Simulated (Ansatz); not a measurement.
# Searching the electronic states of Ni

How much does the result for Ni depend on the starting moments? The same cell is run from several starts. We look at Ni: its experimental structure (space group Fm-3m, primitive cell doubled), with 2 atoms per cell. Source: COD entry 9012970; the sample's temperature and pressure aren't taken into account.

Method: DFT r2SCAN, PAW, plane waves, scalar-relativistic, in Ansatz 0.2.0.

**1. The structure to begin with**

It takes space group Fm-3m (No. 225, cubic). The conventional cell has a = 3.526 Å, b = 3.526 Å, c = 3.526 Å, α = 90.00°, β = 90.00°, γ = 90.00°. Ni (site symmetry m-3m) has 12 Ni at 2.49 Å as nearest neighbours.

Structure file:

```cif
data_structure
_symmetry_space_group_name_H-M 'Fm-3m'
_symmetry_Int_Tables_number 225
_cell_length_a 3.5259
_cell_length_b 3.5259
_cell_length_c 3.5259
_cell_angle_alpha 90.000
_cell_angle_beta 90.000
_cell_angle_gamma 90.000
_cell_volume 43.83
loop_
_atom_site_label
_atom_site_type_symbol
_atom_site_symmetry_multiplicity
_atom_site_Wyckoff_symbol
_atom_site_fract_x
_atom_site_fract_y
_atom_site_fract_z
_atom_site_occupancy
Ni1 Ni 4 a 0.00000 0.00000 0.00000 1
```

Labels such as Ni2 number the atoms in the order of the input file.

First come: parallel moments, plain SCF; opposed moments +-, plain SCF; no spin polarisation; spin on, no moments given (the program may seed its own), plain SCF. What is tried next depends on their ends.

A plain SCF has the search for lower states switched off and ends at the first converged state. Ends within 0.2 meV/atom and 0.1 μB count as one state.

The total moment includes the space between the atomic spheres.

**2. Parallel moments, plain SCF**

The input, input.yaml:

```yaml
crystal:
  lattice:
    - [0.0, -1.76295, -1.76295]
    - [-3.5259, -1.76295, -1.76295]
    - [0.0, 1.76295, -1.76295]
  atoms:
    - { symbol: Ni, position: [0.0, 0.0, 0.0], spin: 2.0 }
    - { symbol: Ni, position: [0.0, 0.5, 0.5], spin: 2.0 }
magnetization:
  spin_polarized: true
hamiltonian:
  xc: r2scan
  pseudopotentials: { kind: paw }
basis:
  ecutwfc: 500
kpoints:
  mp_grid: { grid: [14, 8, 12] }
scf:
  occupations: { method: fermi_dirac, width: 0.05 }
  lower_state_search: "off"
output:
  forces: true
  stress: true
```

Standard output, shortened:

```text
Warning: crystal.symmetry: narrowed to the stabiliser of the k-point mesh — unitary ops 32 → 8; excluded 24 operations that carry a point of the 14×8×12 mesh (shift [0, 0, 0]) off the mesh (the run samples exactly the mesh kpoints.mp_grid names, as under crystal.symmetry.detect: false, [...]
Pseudopotentials: kind: paw
Pseudopotential: Ni, paw, valence charge 18, recommended cutoff 500 eV (meta_gga), Ni.paw.azcp
Functional definition: r2SCAN
[...]
Crystal: 2 atoms, lattice volume = 21.917 Å³
Basis set: ecut = 500 eV, 569 PW (Γ), exchange–correlation on 80×128×80 points (64 copies of the dense FFT grid, shifted against one another)
Bands: 24, of which v1, the nominal top of the filled ones, is band 18 counted from 1 (17 counted from 0)
Symmetry: 8 space group operations
k-points: 406 of 1344
[...]
Starting moments: Σ|m| = 4 μB on 2 of 2 sites
[...]
SCF iter   1: F=-11690.366214 eV  HF=-11689.740294 eV  |F-HF|=6.26e-1  |Δ(HF+E_count)|=         —  Δρ=1.11e-1 (↑9.10e-2 ↓1.11e-1)  dr2=5.04e-2  dr2_τ=3.40e-2  dr2_m=2.02e0  M=2.073 μB ∫|m|=2.352 μB  β_m=0.62  ethr=1.41e-4  ⟨swp⟩=1.8  Hψ=108222  notcnv=0
[...]
spin-set hold released at iteration 1 (the charge has settled, or the pull on large starting moments outlasts its swing): the magnetisation degrees of freedom join the quasi-Newton model from the next iteration; the mixer history was flushed
[...]
SCF iter  14: F=-11690.569659 eV  HF=-11690.569659 eV  |F-HF|=1.16e-9  |Δ(HF+E_count)|=   6.23e-7  Δρ=4.50e-6 (↑4.50e-6 ↓4.13e-6)  dr2=5.45e-9  dr2_τ=4.18e-11  dr2_m=1.76e-10  M=1.513 μB ∫|m|=1.867 μB  ethr=8.14e-11  ⟨swp⟩=4.9  Hψ=72437  notcnv=0
[...]
this state was not tested for a lower state beside it, because the mixer in use, unlike msr1, does not test its closes by its own steps (another_mixer; see scf.mixing.algorithm and scf.lower_state_search)
SCF converged after 14 iterations
Magnetization: 1.5127 μB (18.7563 up, 17.2437 down)
Absolute magnetization: 1.8692 μB (∫|ρ↑−ρ↓|, with the PAW one-centre terms)
Spin contamination: 0.0453 ħ² per cell (⟨S²⟩ above its minimum at these occupations)
Per-site moments (μB) at R_I (Å): [(0.8264866516562522, 1.0284399674115798), (0.8264866516562522, 1.0284399674115798)]
Free energy (F): -11690.569659 eV
[...]
E sigma→0 (E₀):  -11690.559707 eV
Entropy (-TS):   -0.019903 eV (-9.951 meV/atom)
Fermi energy:    17.966587 eV
[...]
--- Forces (eV/Å), atoms counted from 1 ---
  atom   1  Ni     0.00000000    -0.00000000     0.00000000
  atom   2  Ni     0.00000000    -0.00000000    -0.00000000
[...]
--- Stress (GPa, compression-positive) ---
       -7.965739       0.003403       0.003403
        0.003449      -8.123732       0.142555
        0.003449       0.142555      -8.123732
  P = ⅓ Tr σ = -8.0711 GPa (-80.711 kbar)
```

Wall time 23 s (2 threads of an x86-64 CPU, shared host); peak memory 0.75 GiB.

Result: ferromagnetic, site moments Ni1 0.83, Ni2 0.83 μB, total 1.51 μB per cell, no gap on the k-mesh.

**3. Opposed moments +-, plain SCF**

input.yaml: that of step 2 with these lines changed.

```diff
@@ -7,3 +7,3 @@
     - { symbol: Ni, position: [0.0, 0.0, 0.0], spin: 2.0 }
-    - { symbol: Ni, position: [0.0, 0.5, 0.5], spin: 2.0 }
+    - { symbol: Ni, position: [0.0, 0.5, 0.5], spin: -2.0 }
 magnetization:
```

Standard output, shortened:

```text
Warning: crystal.symmetry: narrowed to the stabiliser of the k-point mesh — unitary ops 16 → 4; excluded 12 operations that carry a point of the 14×8×12 mesh (shift [0, 0, 0]) off the mesh (the run samples exactly the mesh kpoints.mp_grid names, as under crystal.symmetry.detect: false, [...]
[... 12 lines as in an earlier run ...]
Symmetry: 4 space group operations
[... 6 lines as in an earlier run ...]
Starting moments: Σ|m| = 4 μB on 2 of 2 sites
[... 2 lines as in an earlier run ...]
spin-down is spin-up translated by (0, 0.5, 0.5): one eigenproblem is solved per k-point and the antiferromagnetic symmetry of the starting moments is kept exactly by this SCF (crystal.symmetry.spin_inversion_symmetry: false solves both channels; [...]
SCF iter   1: F=-11689.881553 eV  HF=-11689.247167 eV  |F-HF|=6.34e-1  |Δ(HF+E_count)|=         —  Δρ=1.23e-1 (↑1.23e-1 ↓1.23e-1)  dr2=1.34e-1  dr2_τ=3.72e-2  dr2_m=2.94e0  M=0.000 μB ∫|m|=2.080 μB  β_m=0.30  ethr=3.74e-4  ⟨swp⟩=1.4  Hψ=54599  notcnv=0
[...]
[... 1 line as in an earlier run ...]
[...]
SCF iter  28: F=-11690.342845 eV  HF=-11690.342845 eV  |F-HF|=4.66e-10  |Δ(HF+E_count)|=   3.64e-8  Δρ=1.25e-6 (↑1.25e-6 ↓1.25e-6)  dr2=8.86e-11  dr2_τ=5.42e-12  dr2_m=1.97e-10  M=0.000 μB ∫|m|=0.588 μB  ethr=3.66e-12  ⟨swp⟩=2.2  Hψ=42141  notcnv=0
[...]
[... 1 line as in an earlier run ...]
SCF converged after 28 iterations
Magnetization: 0.0000 μB (18.0000 up, 18.0000 down)
Absolute magnetization: 0.5880 μB (∫|ρ↑−ρ↓|, with the PAW one-centre terms)
Spin contamination: 0.2588 ħ² per cell (⟨S²⟩ above its minimum at these occupations)
Per-site moments (μB) at R_I (Å): [(0.2874400906323583, 1.0284399674115798), (-0.2874400906323583, 1.0284399674115798)]
Free energy (F): -11690.342845 eV
[...]
E sigma→0 (E₀):  -11690.323688 eV
Entropy (-TS):   -0.038315 eV (-19.158 meV/atom)
Fermi energy:    17.616195 eV
[...]
--- Forces (eV/Å), atoms counted from 1 ---
  atom   1  Ni     0.00000000    -0.00000000     0.00000000
  atom   2  Ni     0.00000000    -0.00000000     0.00000000
[...]
--- Stress (GPa, compression-positive) ---
       -9.792434      -0.032882      -0.032882
       -0.032869     -10.260509       0.362039
       -0.032869       0.362039     -10.260509
  P = ⅓ Tr σ = -10.1045 GPa (-101.045 kbar)
```

Wall time 25 s (2 threads of an x86-64 CPU, shared host); peak memory 0.71 GiB.

The state reached is antiferromagnetic (magnetic neighbours of Ni1 with a moment over 0.3 of its own that point the other way: 8 of 12 at 2.49 Å, 0 of 6 at 3.53 Å), site moments Ni1 0.29, Ni2 -0.29 μB, total 0.00 μB per cell, no gap on the k-mesh. Against step 2, the lowest until now, it is 113 meV/atom higher.

**4. No spin polarisation**

input.yaml: that of step 3 with these lines changed.

```diff
@@ -6,6 +6,4 @@
   atoms:
-    - { symbol: Ni, position: [0.0, 0.0, 0.0], spin: 2.0 }
-    - { symbol: Ni, position: [0.0, 0.5, 0.5], spin: -2.0 }
-magnetization:
-  spin_polarized: true
+    - { symbol: Ni, position: [0.0, 0.0, 0.0] }
+    - { symbol: Ni, position: [0.0, 0.5, 0.5] }
 hamiltonian:
```

Standard output, shortened:

```text
[... 12 lines as in an earlier run ...]
Bands: 22, of which v1, the nominal top of the filled ones, is band 18 counted from 1 (17 counted from 0)
[... 6 lines as in an earlier run ...]
[...]
[... 2 lines as in an earlier run ...]
SCF iter   1: F=-11690.303785 eV  HF=-11690.222104 eV  |F-HF|=8.17e-2  |Δ(HF+E_count)|=         —  Δρ=2.00e-2  dr2=4.72e-2  dr2_τ=5.83e-2  ethr=1.77e-3  ⟨swp⟩=5.5  Hψ=36174  notcnv=0
[...]
SCF iter   9: F=-11690.321004 eV  HF=-11690.321004 eV  |F-HF|=3.64e-12  |Δ(HF+E_count)|=   2.07e-8  Δρ=9.24e-7  dr2=9.58e-11  dr2_τ=1.59e-11  ethr=2.78e-10  ⟨swp⟩=5.1  Hψ=38268  notcnv=0
[...]
SCF converged after 9 iterations
Free energy (F): -11690.321004 eV
[...]
E sigma→0 (E₀):  -11690.293756 eV
Entropy (-TS):   -0.054496 eV (-27.248 meV/atom)
Fermi energy:    17.570586 eV
[...]
--- Forces (eV/Å), atoms counted from 1 ---
  atom   1  Ni     0.00000000     0.00000000     0.00000000
  atom   2  Ni     0.00000000     0.00000000     0.00000000
[...]
--- Stress (GPa, compression-positive) ---
      -10.728381      -0.011685      -0.011685
       -0.011685     -10.795809       0.134966
       -0.011685       0.134966     -10.795809
  P = ⅓ Tr σ = -10.7733 GPa (-107.733 kbar)
```

Run time: 6.4 s. Hardware: 2 threads of an x86-64 CPU, shared host; peak memory 0.59 GiB.

The state reached is non-magnetic (no spin polarisation), no gap on the k-mesh. Against step 2, the lowest until now, it is 124 meV/atom higher.

**5. Spin on, no moments given (the program may seed its own), plain SCF**

input.yaml: that of step 4 with these lines changed.

```diff
@@ -21 +21,3 @@
   stress: true
+magnetization:
+  spin_polarized: true
```

Standard output, shortened:

```text
[... 1 line as in an earlier run ...]
band count auto-derived: 24 (N_el = 36.0; filled up to band 18; 22 by the electrons, moments and atoms)
[... 21 lines as in an earlier run ...]
[...]
SCF iter   1: F=-11689.981208 eV  HF=-11688.931084 eV  |F-HF|=1.05e0  |Δ(HF+E_count)|=         —  Δρ=1.83e-1 (↑1.83e-1 ↓1.64e-1)  dr2=4.50e-2  dr2_τ=4.26e-2  dr2_m=6.03e0  M=2.453 μB ∫|m|=2.453 μB  ethr=9.56e-4  ⟨swp⟩=1.1  Hψ=53862  notcnv=0
[...]
SCF iter  12: F=-11690.569659 eV  HF=-11690.569659 eV  |F-HF|=5.84e-10  |Δ(HF+E_count)|=   2.31e-8  Δρ=1.92e-6 (↑4.56e-7 ↓1.92e-6)  dr2=1.22e-10  dr2_τ=3.02e-12  dr2_m=2.13e-10  M=1.513 μB ∫|m|=1.867 μB  ethr=6.64e-12  ⟨swp⟩=2.0  Hψ=69273  notcnv=0
[...]
SCF converged after 12 iterations
Magnetization: 1.5127 μB (18.7564 up, 17.2436 down)
Absolute magnetization: 1.8693 μB (∫|ρ↑−ρ↓|, with the PAW one-centre terms)
Spin contamination: 0.0453 ħ² per cell (⟨S²⟩ above its minimum at these occupations)
Per-site moments (μB) at R_I (Å): [(0.826508942050817, 1.0284399674115798), (0.826508942050817, 1.0284399674115798)]
Free energy (F): -11690.569659 eV
[...]
E sigma→0 (E₀):  -11690.559708 eV
Entropy (-TS):   -0.019902 eV (-9.951 meV/atom)
Fermi energy:    17.966644 eV
[... 26 lines left out: energy terms, forces, stress ...]
```

It took 18 s on 2 threads of an x86-64 CPU, shared host; peak memory 0.75 GiB.

The run ends in the same state as step 2 (ferromagnetic); it took 12 iterations.

**6. Parallel moments scaled by 0.1, plain SCF**

input.yaml: that of step 5 with these lines changed.

```diff
@@ -6,4 +6,6 @@
   atoms:
-    - { symbol: Ni, position: [0.0, 0.0, 0.0] }
-    - { symbol: Ni, position: [0.0, 0.5, 0.5] }
+    - { symbol: Ni, position: [0.0, 0.0, 0.0], spin: 0.2 }
+    - { symbol: Ni, position: [0.0, 0.5, 0.5], spin: 0.2 }
+magnetization:
+  spin_polarized: true
 hamiltonian:
@@ -21,3 +23 @@
   stress: true
-magnetization:
-  spin_polarized: true
```

Standard output, shortened:

```text
[... 12 lines as in an earlier run ...]
Bands: 23, of which v1, the nominal top of the filled ones, is band 18 counted from 1 (17 counted from 0)
[... 7 lines as in an earlier run ...]
Starting moments: Σ|m| = 0.4 μB on 2 of 2 sites
[... 2 lines as in an earlier run ...]
[...]
SCF iter   1: F=-11690.253101 eV  HF=-11690.182857 eV  |F-HF|=7.02e-2  |Δ(HF+E_count)|=         —  Δρ=6.32e-2 (↑6.32e-2 ↓1.74e-2)  dr2=3.42e-1  dr2_τ=1.43e-2  dr2_m=2.69e-1  M=0.778 μB ∫|m|=0.794 μB  β_m=1.00  ethr=9.51e-4  ⟨swp⟩=1.0  Hψ=103118  notcnv=0
[...]
spin-set hold released at iteration 9 (site moments contracting): the magnetisation degrees of freedom join the quasi-Newton model from the next iteration; the mixer history was flushed
[...]
SCF iter  20: F=-11690.569659 eV  HF=-11690.569659 eV  |F-HF|=3.97e-8  |Δ(HF+E_count)|=   2.01e-7  Δρ=3.39e-6 (↑3.39e-6 ↓3.33e-6)  dr2=1.25e-9  dr2_τ=1.92e-11  dr2_m=7.51e-10  M=1.513 μB ∫|m|=1.867 μB  ethr=4.07e-11  ⟨swp⟩=4.2  Hψ=65419  notcnv=0
[...]
[... 1 line as in an earlier run ...]
SCF converged after 20 iterations
Magnetization: 1.5128 μB (18.7564 up, 17.2436 down)
Absolute magnetization: 1.8694 μB (∫|ρ↑−ρ↓|, with the PAW one-centre terms)
Spin contamination: 0.0453 ħ² per cell (⟨S²⟩ above its minimum at these occupations)
Per-site moments (μB) at R_I (Å): [(0.8265464230191044, 1.0284399674115798), (0.8265464230191044, 1.0284399674115798)]
Free energy (F): -11690.569659 eV
[...]
E sigma→0 (E₀):  -11690.559708 eV
Entropy (-TS):   -0.019901 eV (-9.950 meV/atom)
Fermi energy:    17.966722 eV
[... 26 lines left out: energy terms, forces, stress ...]
```

It took 25 s on 2 threads of an x86-64 CPU, shared host; peak memory 0.73 GiB.

The run ends in the same state as step 2 (ferromagnetic); it took 20 iterations.

**7. Moments ++ scaled by 0.4, plain SCF**

input.yaml: that of step 6 with these lines changed.

```diff
@@ -6,4 +6,4 @@
   atoms:
-    - { symbol: Ni, position: [0.0, 0.0, 0.0], spin: 0.2 }
-    - { symbol: Ni, position: [0.0, 0.5, 0.5], spin: 0.2 }
+    - { symbol: Ni, position: [0.0, 0.0, 0.0], spin: 0.8 }
+    - { symbol: Ni, position: [0.0, 0.5, 0.5], spin: 0.8 }
 magnetization:
```

Standard output, shortened:

```text
[... 20 lines as in an earlier run ...]
Starting moments: Σ|m| = 1.6 μB on 2 of 2 sites
[... 2 lines as in an earlier run ...]
[...]
SCF iter   1: F=-11690.402194 eV  HF=-11690.269829 eV  |F-HF|=1.32e-1  |Δ(HF+E_count)|=         —  Δρ=3.58e-2 (↑3.58e-2 ↓1.90e-2)  dr2=2.61e-1  dr2_τ=1.35e-2  dr2_m=3.69e-2  M=1.411 μB ∫|m|=1.493 μB  β_m=0.30  ethr=7.28e-4  ⟨swp⟩=1.0  Hψ=103135  notcnv=0
[...]
spin-set hold released at iteration 9 (site moments contracting): the magnetisation degrees of freedom join the quasi-Newton model from the next iteration; the mixer history was flushed
[...]
SCF iter  18: F=-11690.569659 eV  HF=-11690.569659 eV  |F-HF|=2.09e-8  |Δ(HF+E_count)|=   4.41e-7  Δρ=2.17e-6 (↑1.71e-6 ↓2.17e-6)  dr2=4.40e-10  dr2_τ=9.63e-12  dr2_m=4.29e-11  M=1.513 μB ∫|m|=1.867 μB  ethr=1.87e-11  ⟨swp⟩=4.5  Hψ=67989  notcnv=0
[...]
[... 1 line as in an earlier run ...]
SCF converged after 18 iterations
Magnetization: 1.5127 μB (18.7564 up, 17.2436 down)
Absolute magnetization: 1.8693 μB (∫|ρ↑−ρ↓|, with the PAW one-centre terms)
Spin contamination: 0.0453 ħ² per cell (⟨S²⟩ above its minimum at these occupations)
Per-site moments (μB) at R_I (Å): [(0.8265189890711481, 1.0284399674115798), (0.8265189890711481, 1.0284399674115798)]
Free energy (F): -11690.569659 eV
[...]
E sigma→0 (E₀):  -11690.559708 eV
Entropy (-TS):   -0.019901 eV (-9.951 meV/atom)
Fermi energy:    17.966674 eV
[... 26 lines left out: energy terms, forces, stress ...]
```

Run time: 27 s. Hardware: 2 threads of an x86-64 CPU, shared host; peak memory 0.73 GiB.

Nothing new: the 18 iterations lead to the state found in step 2 (ferromagnetic).

**8. A moment on one site alone, plain SCF**

input.yaml: that of step 7 with these lines changed.

```diff
@@ -6,4 +6,4 @@
   atoms:
-    - { symbol: Ni, position: [0.0, 0.0, 0.0], spin: 0.8 }
-    - { symbol: Ni, position: [0.0, 0.5, 0.5], spin: 0.8 }
+    - { symbol: Ni, position: [0.0, 0.0, 0.0], spin: 2.0 }
+    - { symbol: Ni, position: [0.0, 0.5, 0.5] }
 magnetization:
```

Standard output, shortened:

```text
[... 20 lines as in an earlier run ...]
Starting moments: Σ|m| = 2 μB on 1 of 2 sites
[... 2 lines as in an earlier run ...]
SCF iter   1: F=-11686.809983 eV  HF=-11690.140401 eV  |F-HF|=3.33e0  |Δ(HF+E_count)|=         —  Δρ=1.10e-1 (↑1.10e-1 ↓4.26e-2)  dr2=3.99e0  dr2_τ=2.18e-2  dr2_m=3.34e-1  M=1.574 μB ∫|m|=1.723 μB  β_m=0.30  ethr=3.10e-3  ⟨swp⟩=5.4  Hψ=74844  notcnv=0
[...]
spin-set hold released at iteration 5 (the charge has settled, or the pull on large starting moments outlasts its swing): the magnetisation degrees of freedom join the quasi-Newton model from the next iteration; the mixer history was flushed
[...]
SCF iter  19: F=-11690.569659 eV  HF=-11690.569658 eV  |F-HF|=5.50e-8  |Δ(HF+E_count)|=   3.60e-7  Δρ=1.05e-5 (↑5.40e-6 ↓1.05e-5)  dr2=1.62e-8  dr2_τ=1.35e-10  dr2_m=2.30e-9  M=1.513 μB ∫|m|=1.867 μB  ethr=2.78e-10  ⟨swp⟩=3.5  Hψ=83592  notcnv=0
[...]
[... 1 line as in an earlier run ...]
SCF converged after 19 iterations
Magnetization: 1.5127 μB (18.7564 up, 17.2436 down)
Absolute magnetization: 1.8693 μB (∫|ρ↑−ρ↓|, with the PAW one-centre terms)
Spin contamination: 0.0453 ħ² per cell (⟨S²⟩ above its minimum at these occupations)
Per-site moments (μB) at R_I (Å): [(0.8265425468535377, 1.0284399674115798), (0.8265184147549929, 1.0284399674115798)]
Free energy (F): -11690.569659 eV
[...]
E sigma→0 (E₀):  -11690.559708 eV
Entropy (-TS):   -0.019901 eV (-9.951 meV/atom)
Fermi energy:    17.966661 eV
[... 26 lines left out: energy terms, forces, stress ...]
```

Run time: 24 s. Hardware: 2 threads of an x86-64 CPU, shared host; peak memory 0.71 GiB.

Nothing new: the 19 iterations lead to the state found in step 2 (ferromagnetic).

**9. Parallel moments, Broyden mixing, no switch to direct minimisation**

input.yaml: that of step 8 with these lines changed.

```diff
@@ -7,3 +7,3 @@
     - { symbol: Ni, position: [0.0, 0.0, 0.0], spin: 2.0 }
-    - { symbol: Ni, position: [0.0, 0.5, 0.5] }
+    - { symbol: Ni, position: [0.0, 0.5, 0.5], spin: 2.0 }
 magnetization:
@@ -20,2 +20,4 @@
   lower_state_search: "off"
+  algorithm: density_mixing
+  mixing: { algorithm: broyden, beta: 0.3 }
 output:
```

Standard output, shortened:

```text
[... 20 lines as in an earlier run ...]
Starting moments: Σ|m| = 4 μB on 2 of 2 sites
[... 3 lines as in an earlier run ...]
SCF iter   1: F=-11690.366214 eV  HF=-11689.740294 eV  |F-HF|=6.26e-1  |Δ(HF+E_count)|=         —  Δρ=1.11e-1 (↑9.10e-2 ↓1.11e-1)  dr2=5.04e-2  dr2_τ=3.40e-2  dr2_m=2.02e0  M=2.073 μB ∫|m|=2.352 μB  β_m=0.62  ethr=1.41e-4  ⟨swp⟩=1.8  Hψ=108222  notcnv=0
[...]
[... 1 line as in an earlier run ...]
[...]
SCF iter  14: F=-11690.569659 eV  HF=-11690.569659 eV  |F-HF|=1.16e-9  |Δ(HF+E_count)|=   6.23e-7  Δρ=4.50e-6 (↑4.50e-6 ↓4.13e-6)  dr2=5.45e-9  dr2_τ=4.18e-11  dr2_m=1.76e-10  M=1.513 μB ∫|m|=1.867 μB  ethr=8.14e-11  ⟨swp⟩=4.9  Hψ=72437  notcnv=0
[...]
[... 1 line as in an earlier run ...]
SCF converged after 14 iterations
Magnetization: 1.5127 μB (18.7563 up, 17.2437 down)
Absolute magnetization: 1.8692 μB (∫|ρ↑−ρ↓|, with the PAW one-centre terms)
Spin contamination: 0.0453 ħ² per cell (⟨S²⟩ above its minimum at these occupations)
Per-site moments (μB) at R_I (Å): [(0.8264866516562522, 1.0284399674115798), (0.8264866516562522, 1.0284399674115798)]
Free energy (F): -11690.569659 eV
[...]
E sigma→0 (E₀):  -11690.559707 eV
Entropy (-TS):   -0.019903 eV (-9.951 meV/atom)
Fermi energy:    17.966587 eV
[... 26 lines left out: energy terms, forces, stress ...]
```

Wall time 22 s (2 threads of an x86-64 CPU, shared host); peak memory 0.75 GiB.

The run ends in the same state as step 2 (ferromagnetic); it took 14 iterations.

**10. Comparing the starts**

| step | iterations | state | moments of Ni1 Ni2 (μB) | total (μB) | gap (eV) | pressure (GPa) | above lowest (meV/atom) |
| --- | --- | --- | --- | --- | --- | --- | --- |
| 2 | 14 | 1 | 0.83 0.83 | 1.51 | none | -8.1 | 0.0 |
| 3 | 28 | 2 | 0.29 -0.29 | 0.00 | none | -10.1 | 113 |
| 4 | 9 | 3 | 0.00 0.00 | 0.00 | none | -10.8 | 124 |
| 5 | 12 | 1 | 0.83 0.83 | 1.51 | none | -8.1 | 0.0 |
| 6 | 20 | 1 | 0.83 0.83 | 1.51 | none | -8.1 | 0.0 |
| 7 | 18 | 1 | 0.83 0.83 | 1.51 | none | -8.1 | 0.0 |
| 8 | 19 | 1 | 0.83 0.83 | 1.51 | none | -8.1 | 0.0 |
| 9 | 14 | 1 | 0.83 0.83 | 1.51 | none | -8.1 | 0.0 |

States are numbered from the lowest. Starts by step: 2 parallel moments, plain SCF; 3 opposed moments +-, plain SCF; 4 no spin polarisation; 5 spin on, no moments given (the program may seed its own), plain SCF; 6 parallel moments scaled by 0.1, plain SCF; 7 moments ++ scaled by 0.4, plain SCF; 8 a moment on one site alone, plain SCF; 9 parallel moments, Broyden mixing, no switch to direct minimisation.

The 8 runs of this session took 2.9 min in all, from 6.4 s to 27 s each.

Decimal logarithm of the largest residual (eV) by iteration, counted through all cycles of a run (7 of the 8 runs):

| iteration | step 2 | step 3 | step 4 | step 5 | step 6 | step 7 | step 8 |
| --- | --- | --- | --- | --- | --- | --- | --- |
| 1 | 0.3 | 0.5 | -1.2 | 0.8 | -0.5 | -0.6 | 0.6 |
| 2 | -0.3 | 0.3 | -2.1 | -0.7 | -1.0 | -1.0 | 0.9 |
| 3 | -2.2 | -0.7 | -2.6 | -1.0 | -1.6 | -1.5 | 0.0 |
| 4 | -1.8 | -1.3 | -2.5 | -1.5 | -1.9 | -2.3 | 0.0 |
| 5 | -2.3 | -2.2 | -3.6 | -1.4 | -1.9 | -2.6 | -0.1 |
| 6 | -3.4 | -2.7 | -4.6 | -2.1 | -2.0 | -3.1 | 0.3 |
| 8 | -4.7 | -4.2 | -6.8 | -4.1 | -2.4 | -3.3 | -1.2 |
| 11 | -7.3 | -5.2 | - | -7.9 | -3.0 | -4.1 | -2.4 |
| 13 | -7.5 | -6.2 | - | - | -3.8 | -5.1 | -3.7 |
| 16 | - | -6.4 | - | - | -5.4 | -8.0 | -6.2 |
| 18 | - | -6.6 | - | - | -6.7 | -9.4 | -6.4 |
| 21 | - | -6.9 | - | - | - | - | - |
| 23 | - | -6.6 | - | - | - | - | - |
| 26 | - | -8.3 | - | - | - | - | - |
| 28 | - | -9.7 | - | - | - | - | - |

**11. What came out**

| quantity | value |
| --- | --- |
| distinct states | 3 from 8 converged runs |
| lowest state from plain starts | ferromagnetic |
| its moments | Ni1 0.83, Ni2 0.83 μB |
| total moment | 1.51 μB per cell |
| gap on the k-mesh | none |
| pressure | -8.1 GPa |
| largest force | 0.000 eV/Å |
| next state | antiferromagnetic, 113 meV/atom higher |
| highest state | non-magnetic (no spin polarisation), 124 meV/atom higher |

Distinct end states: 3, from 8 converged runs. Switching spin polarisation off costs 124 meV/atom in free energy, smearing entropy included. The best antiferromagnetic state lies 113 meV/atom above the best ferromagnetic one. These are lowest states among those tried, not proven ground states. The mesh has less symmetry than the lattice, which lowers the symmetry of the run.
